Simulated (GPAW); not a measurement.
Crystal: AlN.

```
CELL_PARAMETERS angstrom
0.00000 2.18399 2.18399
2.18399 0.00000 2.18399
2.18399 2.18399 0.00000
ATOMIC_POSITIONS crystal
Al 0.00000 0.00000 0.00000
N 0.75000 0.75000 0.75000
```

Measurements of this composition are mostly on another form, of space group No. 186.

Base run:

- Program: GPAW 26.7.0
- Functional: C09-vdW
- Potentials or basis: GPAW PAW data sets (gpaw-data 1.2.1)
- Cutoff: 800 eV
- Basis: pw
- k mesh: 10 × 10 × 10
- Occupations: fermi-dirac, width 0.05 eV
- Spin: no spin polarisation

Its results: band gap on the k mesh 3.28 eV, indirect (least direct gap 4.27 eV).

Q: After a change of settings the same cell gave: band gap on the k mesh 3.35 eV, indirect (least direct gap 4.24 eV). Which change was it?
A. functional from C09-vdW to r4SCAN; band points from 80 to 60
B. functional from C09-vdW to PW91; potentials or basis from GPAW PAW data sets (gpaw-data 1.2.1) to PAW data sets generated in the run's folder for this functional
C. functional from C09-vdW to revTPSS
D. functional from C09-vdW to vdW-DF2

A: B.

Not every run made on this cell is shown here.
